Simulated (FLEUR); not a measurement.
# Anisotropy of 2 ML Co on Ir(111), 3 substrate layers with FLEUR

Aim: the anisotropy of 2 ML Co on Ir(111), 3 substrate layers from single passes in the potential of one collinear state.

Program: FLEUR MaX-R8.1. Level of theory: PBE; all-electron FLAPW film, Dirac cores, scalar-relativistic bands. Results are calculated unless marked as measured.

### Step 1. The structure

The cell holds 5 atoms: 3 Ir and 2 Co. Cell: a = 2.715 Å, b = 2.715 Å, c = 22.464 Å, α = 90.0°, β = 90.0°, γ = 120.0°. Pseudomorphic film, hard-sphere layer spacings, unrelaxed. Vacuum lies along c.

As a file:

```cif
data_structure
_symmetry_space_group_name_H-M 'P 1'
_symmetry_Int_Tables_number 1
_cell_length_a 2.7146
_cell_length_b 2.7146
_cell_length_c 22.4642
_cell_angle_alpha 90.000
_cell_angle_beta 90.000
_cell_angle_gamma 120.000
_cell_volume 143.36
loop_
_atom_site_label
_atom_site_type_symbol
_atom_site_fract_x
_atom_site_fract_y
_atom_site_fract_z
_atom_site_occupancy
Ir1 Ir 0.00000 0.00000 0.31161 1
Ir2 Ir 0.66667 0.33333 0.41027 1
Ir3 Ir 0.33333 0.66667 0.50893 1
Co4 Co 0.00000 0.00000 0.60169 1
Co5 Co 0.66667 0.33333 0.68839 1
```

### Step 2. The magnetic state

The force theorems are single passes in this state's potential, so it has to be converged first.

No symmetry is used, so that later steps may turn the spins freely; k and −k are joined. FLEUR takes the sheet as a true film: the images along c are dropped, heights are typed in bohr, and the vacuum on both sides is semi-infinite. inpgen writes inp.xml from crystal.txt; cutoffs, mixing, functional, smearing and local orbitals are then set in the file. The k list scf (kpts.xml, not shown) is a Γ-centred 10×10×1 mesh; where the ranks do not divide the number of points, some are split in two of half the weight.

Contents of inp.xml:

```
<?xml version="1.0" encoding="UTF-8" standalone="no"?>
<fleurInput fleurInputVersion="0.39">
   <comment>
      Co2Ir3
   </comment>
   <calculationSetup>
      <cutoffs Kmax="3.66" Gmax="11.0" GmaxXC="11.0" numbands="0"/>
      <scfLoop itmax="150" minDistance="0.00002" maxIterBroyd="15" imix="Anderson" alpha="0.03" precondParam="0.0" spinf="2.0" sdNocoIR="T"/>
      <coreElectrons ctail="F" frcor="F" kcrel="0" coretail_lmax="0"/>
      <xcFunctional name="pbe" relativisticCorrections="F"/>
      <magnetism jspins="2" l_noco="F" l_ss="F">
         <qss>0.0 0.0 0.0</qss>
         <mtNocoParams l_mperp="F" l_mtNocoPot="F" l_relaxSQA="F" mag_mixing_scheme="0" mix_RelaxWeightOffD="1.0" l_constrained="F" mix_constr="1.0"/>
         <sourceFreeMag l_sourceFree="F" l_scaleMag="F" mag_scale="1.0"/>
      </magnetism>
      <soc l_soc="F" theta="0.0" phi="0.0" spav="F"/>
      <expertModes spex="0" secvar="F"/>
      <geometryOptimization l_f="F" forcealpha="1.0" forcemix="BFGS" epsdisp="0.00001" epsforce="0.00001"/>
      <ldaU l_linMix="F" mixParam="0.05" spinf="1.0"/>
   </calculationSetup>
   <cell>
      <bzIntegration valenceElectrons="79.0" mode="hist" fermiSmearingEnergy="0.00183747">
         <kPointListSelection listName="scf"/>
         <xi:include xmlns:xi="http://www.w3.org/2001/XInclude" href="kpts.xml"> </xi:include>
      </bzIntegration>
      <xi:include xmlns:xi="http://www.w3.org/2001/XInclude" href="sym.xml"> </xi:include>
      <filmLattice scale="1.0" dVac="21.68" dTilda="24.18">
         <bravaisMatrixFilm>
            <row-1>    5.1298510166768621    -0.0000001111158961</row-1>
            <row-2>   -2.5649254121041283     4.4425813536382073</row-2>
         </bravaisMatrixFilm>
         <vacuumEnergyParameters vacuum="1" spinUp="-.25" spinDown="-.25"/>
         <vacuumEnergyParameters vacuum="2" spinUp="-.25" spinDown="-.25"/>
      </filmLattice>
   </cell>
   <atomSpecies>
      <species name="Iridium (Ir)" element="Ir" atomicNumber="77">
         <mtSphere radius="2.44" gridPoints="807" logIncrement="0.017"/>
         <atomicCutoffs lmax="10" lnonsphr="8"/>
         <electronConfig flipSpins="F">
            <coreConfig>(1s1/2) (2s1/2) (2p1/2) (2p3/2) (3s1/2) (3p1/2) (3p3/2) (4s1/2) (3d3/2) (3d5/2) (4p1/2) (4p3/2) (5s1/2) (4d3/2) (4d5/2) (4f5/2) (4f7/2)</coreConfig>
            <valenceConfig>(5p1/2) (5p3/2) (6s1/2) (5d3/2) (5d5/2)</valenceConfig>
            <stateOccupation state="(5d3/2)" spinUp="1.400000" spinDown="1.400000"/>
            <stateOccupation state="(5d5/2)" spinUp="2.100000" spinDown="2.100000"/>
         </electronConfig>
         <energyParameters s="6" p="6" d="5" f="5"/>
         <lo type="SCLO" l="1" n="5" eDeriv="0"/>
      </species>
      <species name="Cobalt (Co2.000" element="Co" atomicNumber="27">
         <mtSphere radius="2.24" gridPoints="741" logIncrement="0.016"/>
         <atomicCutoffs lmax="8" lnonsphr="6"/>
         <electronConfig flipSpins="F">
            <coreConfig>(1s1/2) (2s1/2) (2p1/2) (2p3/2)</coreConfig>
            <valenceConfig>(3s1/2) (3p1/2) (3p3/2) (4s1/2) (3d3/2) (3d5/2)</valenceConfig>
            <stateOccupation state="(3d3/2)" spinUp="1.5" spinDown="1.3"/>
            <stateOccupation state="(3d5/2)" spinUp="3.0" spinDown="1.2"/>
         </electronConfig>
         <energyParameters s="4" p="4" d="3" f="4"/>
         <lo type="SCLO" l="0" n="3" eDeriv="0"/>
         <lo type="SCLO" l="1" n="3" eDeriv="0"/>
      </species>
   </atomSpecies>
   <atomGroups>
      <atomGroup species="Iridium (Ir)">
         <filmPos label="                   1">.0000000000 .0000000000 -7.9975044304</filmPos>
         <force calculate="T" relaxXYZ="TTT"/>
         <nocoParams  alpha="0.0" beta="0.0"/>
      </atomGroup>
      <atomGroup species="Iridium (Ir)">
         <filmPos label="                   2">-1.000/3.000 1.000/3.000 -3.8091015857</filmPos>
         <force calculate="T" relaxXYZ="TTT"/>
         <nocoParams  alpha="0.0" beta="0.0"/>
      </atomGroup>
      <atomGroup species="Iridium (Ir)">
         <filmPos label="                   3">1.000/3.000 -1.000/3.000 .3792588078</filmPos>
         <force calculate="T" relaxXYZ="TTT"/>
         <nocoParams  alpha="0.0" beta="0.0"/>
      </atomGroup>
      <atomGroup species="Cobalt (Co2.000">
         <filmPos label="                   4">.0000000000 .0000000000 4.3168176526</filmPos>
         <force calculate="T" relaxXYZ="TTT"/>
         <nocoParams  alpha="0.0" beta="0.0"/>
      </atomGroup>
      <atomGroup species="Cobalt (Co2.000">
         <filmPos label="                   5">-1.000/3.000 1.000/3.000 7.9975044304</filmPos>
         <force calculate="T" relaxXYZ="TTT"/>
         <nocoParams  alpha="0.0" beta="0.0"/>
      </atomGroup>
   </atomGroups>
   <output dos="F" band="F" slice="F">
      <bandDOS minEnergy="-.5*Htr" maxEnergy="0.5*Htr" sigma="0.015" storeEVData="T"/>
      <plotting iplot="0" polar="F">
         <plot TwoD="T" vec1="  1.0  0.0  0.0" vec2="  0.0  1.0  0.0" vec3="  0.0  0.0  1.0" zero="  0.0  0.0 -0.5" file="plot"/>
      </plotting>
      <moessbauerParams electricFieldGradient="F" isomerShift="F" coreHyperfine="F" valenceHyperfine="F"/>
   </output>
</fleurInput>
```

Contents of crystal.txt:

```
Co2Ir3
&input film=T cartesian=F /
2.71460025339  -0.00000005880  0.00000000000
-1.35730007577  2.35091280996  0.00000000000
0.00000000000  0.00000000000  1.00000000000
1.8897261246
1.0 1.0 1.0

5
77 0.00000000000  0.00000000000  -7.99750443035
77 0.66666666667  0.33333333333  -3.80910158568
77 0.33333333333  0.66666666667  0.37925880782
27 0.00000000000  0.00000000000  4.31681765255 : 2.000
27 0.66666666667  0.33333333333  7.99750443035 : 2.000

&kpt div1=10 div2=10 div3=1 gamma=T /
```

Command:

```sh
OMP_NUM_THREADS=1 inpgen -f crystal.txt -nosym -noco > inpgen.log  # inp.xml is then edited as shown
OMP_NUM_THREADS=1 mpirun -n 4 fleur_MPI > fleur.log
```

The log of the run:

```text
Welcome to FLEUR        (www.flapw.de)
      MaX-Release 8.1          (www.max-centre.eu)

 ========== k-point set info ==========
 Selected k-point list: scf
 k-point list type: mesh
 0 x 0 x 0
 Number of k points: 52

 ------------Calculation Setup---------------------------
 Number of MPI-tasks      :            4
 Number of PE/node        :            4
 Number of OMP-threads    :            1
 k-points in parallel     :            4
 pe's per k-point         :            1
 No of k-point loops      :           13
 Eigenvalue solver        :       lapack
 Number of basis functions:          499
 Approximate size of matrices (H+S) per k-point:         0.007 GB
 --------------------------------------------------------
 Iteration:     1   Distance:      29.13206870 me/bohr^3
 Iteration:     2   Distance:      31.60213402 me/bohr^3
 Iteration:     3   Distance:      52.37780828 me/bohr^3
 Iteration:     4   Distance:      31.11607510 me/bohr^3
 Iteration:     5   Distance:      31.89262033 me/bohr^3
 Iteration:     6   Distance:      22.13001406 me/bohr^3
 Iteration:     7   Distance:      12.88026439 me/bohr^3
 Iteration:     8   Distance:      20.74347893 me/bohr^3
 Iteration:     9   Distance:       9.91115813 me/bohr^3
 Iteration:    10   Distance:       9.89964234 me/bohr^3
[... 48 iterations left out ...]
 Iteration:    59   Distance:       0.00024130 me/bohr^3
 Iteration:    60   Distance:       0.00023507 me/bohr^3
 Iteration:    61   Distance:       0.00024290 me/bohr^3
 Iteration:    62   Distance:       0.00017047 me/bohr^3
 Iteration:    63   Distance:       0.00015080 me/bohr^3
 Iteration:    64   Distance:       0.00025343 me/bohr^3
 Iteration:    65   Distance:       0.00012308 me/bohr^3
 Iteration:    66   Distance:       0.00005597 me/bohr^3
 Iteration:    67   Distance:       0.00002542 me/bohr^3
 Iteration:    68   Distance:       0.00001361 me/bohr^3

 ********************************************************************
 Run finished successfully
 Stop message:
   all done
 ********************************************************************

--- out.xml (last complete iteration) ---
<iteration numberForCurrentRun="   68" overallNumber="   68">
         [... left out ...]
         <bandgap value="0.0000000000" units="eV"/>
         <sumValenceSingleParticleEnergies value="-91.0027897397" units="Htr"/>
         <FermiEnergy value="-0.1700606309" units="Htr"/>
         <valenceDensity>
            <mtCharges spin="1">
               <mtCharge atomType="1" total="6.5746135" s="0.2351612" p="3.1487026" d="3.1573376" f="0.0258876"/>
               <mtCharge atomType="2" total="6.6340810" s="0.2322327" p="3.1921359" d="3.1599350" f="0.0394242"/>
               <mtCharge atomType="3" total="6.6963708" s="0.2380243" p="3.1863523" d="3.2290427" f="0.0336990"/>
               <mtCharge atomType="4" total="8.7706428" s="1.1772172" p="3.1532961" d="4.4267887" f="0.0103771"/>
               <mtCharge atomType="5" total="8.7786512" s="1.1758053" p="3.0940204" d="4.5020697" f="0.0051778"/>
            </mtCharges>
            <mtCharges spin="2">
               <mtCharge atomType="1" total="6.5944513" s="0.2354211" p="3.1490183" d="3.1764779" f="0.0259871"/>
               <mtCharge atomType="2" total="6.6653787" s="0.2335911" p="3.1922947" d="3.1903781" f="0.0388406"/>
               <mtCharge atomType="3" total="6.6020464" s="0.2415540" p="3.1923757" d="3.1255005" f="0.0335831"/>
               <mtCharge atomType="4" total="6.9975621" s="1.1779953" p="3.1731170" d="2.6332598" f="0.0103315"/>
               <mtCharge atomType="5" total="6.8510380" s="1.1778820" p="3.1233501" d="2.5430474" f="0.0053711"/>
            </mtCharges>
            <spinDependentCharge spin="1" total="41.2938425" interstitial="3.7360292" mtSpheres="37.4543593" vacuum1="0.0389619" vacuum2="0.0644920"/>
            <spinDependentCharge spin="2" total="37.7061578" interstitial="3.8873346" mtSpheres="33.7104765" vacuum1="0.0418636" vacuum2="0.0664831"/>
            <totalCharge value="79.0000002854"/>
         </valenceDensity>
         [... left out ...]
         <allElectronCharges>
            <spinDependentCharge spin="1" total="144.2938425" interstitial="3.7397153" mtSpheres="140.4506733" vacuum1="0.0389619" vacuum2="0.0644920"/>
            <spinDependentCharge spin="2" total="140.7061578" interstitial="3.8910222" mtSpheres="136.7067889" vacuum1="0.0418636" vacuum2="0.0664831"/>
            <totalCharge value="285.0000003200"/>
         </allElectronCharges>
         <magneticMomentsInMTSpheres units="muBohr">
            <globalMagMoment atomType="1" vec="0.00000   0.00000  -0.01984"/>
            <localMagMoment atomType="1" vec="0.00000   0.00000  -0.01984"/>
            <globalMagMoment atomType="2" vec="0.00000   0.00000  -0.03130"/>
            <localMagMoment atomType="2" vec="0.00000   0.00000  -0.03130"/>
            <globalMagMoment atomType="3" vec="0.00000   0.00000   0.09433"/>
            <localMagMoment atomType="3" vec="0.00000   0.00000   0.09433"/>
            <globalMagMoment atomType="4" vec="0.00000   0.00000   1.77308"/>
            <localMagMoment atomType="4" vec="0.00000   0.00000   1.77308"/>
            <globalMagMoment atomType="5" vec="0.00000   0.00000   1.92761"/>
            <localMagMoment atomType="5" vec="0.00000   0.00000   1.92761"/>
         </magneticMomentsInMTSpheres>
         <moessbauerParams unitsHFF="kG" unitsIS="e/bohr^3" unitsEFG="Htr/bohr^2">
         </moessbauerParams>
         <totalEnergy value="   -56361.3054224303" units="Htr">
            <sumOfEigenvalues value="   -34646.2628676150">
               <coreElectrons value="-34555.2600778752"/>
               <valenceElectrons value="-91.0027897397"/>
            </sumOfEigenvalues>
            <densityCoulombPotentialIntegral value="-97013.9562410911"/>
            <densityEffectivePotentialIntegral value="-98539.7254136884"/>
            <chargeDenXCDenIntegral value="-1166.8623142473"/>
            <FockExchangeEnergyValence value="0.0000000000"/>
            <FockExchangeEnergyCore value="0.0000000000"/>
            <atomTypeDependentContributions atomType="1">
               <electronNucleiInteractionDifferentMTs value="22392.6446928408"/>
               <MadelungTerm value="-20.5034741556"/>
            </atomTypeDependentContributions>
            <atomTypeDependentContributions atomType="2">
               <electronNucleiInteractionDifferentMTs value="22395.0262611689"/>
               <MadelungTerm value="-17.2910706039"/>
            </atomTypeDependentContributions>
            <atomTypeDependentContributions atomType="3">
               <electronNucleiInteractionDifferentMTs value="22395.0298342870"/>
               <MadelungTerm value="-17.6896631272"/>
            </atomTypeDependentContributions>
            <atomTypeDependentContributions atomType="4">
               <electronNucleiInteractionDifferentMTs value="1666.5059300517"/>
               <MadelungTerm value="-4.8244434753"/>
            </atomTypeDependentContributions>
            <atomTypeDependentContributions atomType="5">
               <electronNucleiInteractionDifferentMTs value="1665.6222257265"/>
               <MadelungTerm value="-5.7899382740"/>
            </atomTypeDependentContributions>
            <tkbTimesEntropy value="0.0016070232"/>
            <freeEnergy value="-56361.3070294535"/>
            <extrapolationTo0K value="-56361.3062259419"/>
         </totalEnergy>
         <densityConvergence units="me/bohr^3">
            <chargeDensity spin="1" distance="0.0000105664"/>
            <chargeDensity spin="2" distance="0.0000081179"/>
            <overallChargeDensity distance="0.0000136125"/>
            <spinDensity distance="0.0000130306"/>
         </densityConvergence>
      </iteration>
```

Wall time 12 min (4 MPI ranks of Arm Neoverse V1, shared host); peak memory 1.2 GiB.

Spin moment in the muffin-tin sphere by atom:

```csv
atom,spin moment in the muffin-tin sphere (μB)
Ir1,-0.02
Ir2,-0.03
Ir3,0.09
Co4,1.77
Co5,1.93
```

Numbers from this step:

```
free energy                                                       : -1533669.2949 eV
program's band gap on this mesh (in a metal only a level spacing) : 0 eV
magnetization                                                     : 3.588 μB
final state                                                       : ferromagnetic
```

After 68 cycles the largest moment stands at 1.93 μB.

### Step 3. Anisotropy by the force theorem, rung 1

Anisotropy is a small difference, so it is taken from sums over occupied states at a frozen potential, where most errors cancel.

One pass with spin–orbit coupling for each direction, from the saved density. The k list mae (kpts.xml, not shown) is a Γ-centred 17×17×1 mesh.

inp.xml: that of step 2 with these lines changed.

```diff
@@ -6,4 +6,4 @@
    <calculationSetup>
-      <cutoffs Kmax="3.66" Gmax="11.0" GmaxXC="11.0" numbands="0"/>
-      <scfLoop itmax="150" minDistance="0.00002" maxIterBroyd="15" imix="Anderson" alpha="0.03" precondParam="0.0" spinf="2.0" sdNocoIR="T"/>
+      <cutoffs Kmax="3.66" Gmax="11.0" GmaxXC="11.0" numbands="159"/>
+      <scfLoop itmax="1" minDistance="0.00002" maxIterBroyd="15" imix="Anderson" alpha="0.03" precondParam="0.0" spinf="2.0" sdNocoIR="T"/>
       <coreElectrons ctail="F" frcor="F" kcrel="0" coretail_lmax="0"/>
@@ -15,3 +15,3 @@
       </magnetism>
-      <soc l_soc="F" theta="0.0" phi="0.0" spav="F"/>
+      <soc l_soc="T" theta="0.0" phi="0.0" spav="F"/>
       <expertModes spex="0" secvar="F"/>
@@ -22,3 +22,3 @@
       <bzIntegration valenceElectrons="79.0" mode="hist" fermiSmearingEnergy="0.00183747">
-         <kPointListSelection listName="scf"/>
+         <kPointListSelection listName="mae"/>
          <xi:include xmlns:xi="http://www.w3.org/2001/XInclude" href="kpts.xml"> </xi:include>
@@ -96,2 +96,5 @@
    </output>
+   <forceTheorem>
+      <MAE theta="0.0 1.5707963 1.5707963" phi="0.0 0.0 1.5707963"/>
+   </forceTheorem>
 </fleurInput>
```

Command:

```sh
OMP_NUM_THREADS=1 mpirun -n 4 fleur_MPI -warn_only > fleur.log
```

The log of the run:

```text
[banner, memory and clock lines left out]
Welcome to FLEUR        (www.flapw.de)
      MaX-Release 8.1          (www.max-centre.eu)

 ========== k-point set info ==========
 Selected k-point list: mae
 k-point list type: mesh
 0 x 0 x 0
 Number of k points: 292

 [... set-up left out ...]
 ********************************************************************
 Run finished successfully
 Stop message:
   Forcetheorem MAE
 ********************************************************************

--- out.xml (force theorem) ---
<Forcetheorem_MAE Angles="3" units="Htr">
            <Angle theta="0.0000000" phi="0.0000000" ev-sum="-91.123568008"/>
            <Angle theta="1.5707963" phi="0.0000000" ev-sum="-91.123553462"/>
            <Angle theta="1.5707963" phi="1.5707963" ev-sum="-91.123553222"/>
         </Forcetheorem_MAE>
```

Elapsed: 3.9 min, on 4 MPI ranks; peak memory 2.1 GiB; 16 min of CPU time.

Anisotropy energies, by row:

```csv
axis,x,y,z,band energy less the first axis' (meV a cell)
z,0,0,1,0
x,1,0,0,0.3958
y,0,1,0,0.4023
```

Shape anisotropy is not in these numbers.

### Step 4. Energy against the direction of the moments, rung 2

A second rung shows how far the first can be trusted.

The k list mae (kpts.xml, not shown) is a Γ-centred 27×27×1 mesh.

inp.xml is that of step 3.

The log of the run:

```text
[banner, memory and clock lines left out]
Welcome to FLEUR        (www.flapw.de)
      MaX-Release 8.1          (www.max-centre.eu)

 ========== k-point set info ==========
 Selected k-point list: mae
 k-point list type: mesh
 0 x 0 x 0
 Number of k points: 732

 [... set-up left out ...]
 ********************************************************************
 Run finished successfully
 Stop message:
   Forcetheorem MAE
 ********************************************************************

--- out.xml (force theorem) ---
<Forcetheorem_MAE Angles="3" units="Htr">
            <Angle theta="0.0000000" phi="0.0000000" ev-sum="-91.123710400"/>
            <Angle theta="1.5707963" phi="0.0000000" ev-sum="-91.123672852"/>
            <Angle theta="1.5707963" phi="1.5707963" ev-sum="-91.123672997"/>
         </Forcetheorem_MAE>
```

The job ended after 9.7 min (4 MPI ranks; peak memory 4.2 GiB; 39 min of CPU time).

Anisotropy energies, by row:

```csv
axis,x,y,z,band energy less the first axis' (meV a cell)
z,0,0,1,0
x,1,0,0,1.022
y,0,1,0,1.018
```

[end of part 1 of 2]

[Logs and program files are shortened in this print: banners, set-up blocks, solver, clock and traceback lines can be left out without a mark of their own.]

[Logs are printed without paths, hosts, clocks, repeated set-up lines and the standing remarks that a program may print on its own settings, such as how far it seeks lower states.]

[Hosts, paths, dates, database ids (printed as entryN), source tags and the programs' standing remarks are cut or masked in the printed files.]

[Where a cell is said to come from a database of computed structures, the database is the Materials Project.]
